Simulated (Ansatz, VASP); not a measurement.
BP in VASP and in Ansatz

POSCAR

```
BP
1.0
    0.0000000000      2.2690000000      2.2690000000
    2.2690000000      0.0000000000      2.2690000000
    2.2690000000      2.2690000000      0.0000000000
B P
1 1
Direct
    0.0000000000      0.0000000000      0.0000000000
    0.7500000000      0.7500000000      0.7500000000
```

The input INCAR.step1:

```
PREC = Accurate
ENCUT = 600
ISMEAR = 0
SIGMA = 0.02
LREAL = F
LASPH = T
NELM = 100
GGA = PE
ALGO = Normal
EDIFF = 1E-4
LWAVE = T
LCHARG = F
```

Contents of INCAR.step2:

```
PREC = Accurate
ENCUT = 600
EDIFF = 1E-7
ISMEAR = 0
SIGMA = 0.02
LREAL = F
LASPH = T
NELM = 100
ALGO = Normal
ISIF = 3
LWAVE = F
LCHARG = F
METAGGA = R2SCAN
LMIXTAU = T
IBRION = 2
NSW = 100
EDIFFG = -0.005
ISTART = 1
```

The input KPOINTS:

```
regular mesh
0
Gamma
  10 10 10
```

Input for Ansatz:

```yaml
crystal:
  lattice:
    - [0.0, 2.269, 2.269]
    - [2.269, 0.0, 2.269]
    - [2.269, 2.269, 0.0]
  atoms:
    - { symbol: B, position: [0.0, 0.0, 0.0] }
    - { symbol: P, position: [0.75, 0.75, 0.75] }
basis:
  ecutwfc: 500
kpoints:
  mp_grid: { grid: [10, 10, 10] }
hamiltonian:
  xc: r2scan
scf:
  occupations: { method: gaussian, width: 0.02 }
output:
  forces: true
  stress: true
  eigenvalues: true
  write_density: true
  write_potential: true
  elf: true
  volumetric_format: npy
relax:
  adjacent_minimum: "off"
  f_tol: 0.005
  max_steps: 80
  cell: { stress_tol: 0.05 }
```

Alike in both runs: task relaxation of cell and atoms; functional r2SCAN; k mesh 10 × 10 × 10; occupations gaussian, width 0.02 eV; no spin polarisation.

```csv
,VASP,Ansatz
version,VASP 6.6.1,Ansatz 0.2.0
potentials or method,"VASP PAW PBE potentials, release 64 (B, P)","scalar-relativistic, plane waves, PAW"
plane-wave cutoff (eV),600,500
valence electrons in the cell,8,8
```

Ansatz gave:

```
gap on the k mesh at the Fermi level, each at its own relaxed structure (eV) : 1.41
relaxed volume (Å³/atom)                                                     : 11.67
relaxed cell length with the largest relative difference (Å)                 : 3.208
```

Estimate VASP's values.

gap on the k mesh at the Fermi level, each at its own relaxed structure (eV): 1.44; relaxed volume (Å³/atom): 11.64; relaxed cell length with the largest relative difference (Å): 3.205.

Caveats: the PAW data sets were made with another functional, which shifts forces and pressure a little (VASP). r2SCAN opens gaps a little over a GGA but as a rule still falls short of measured ones. A k mesh can miss the band edges.
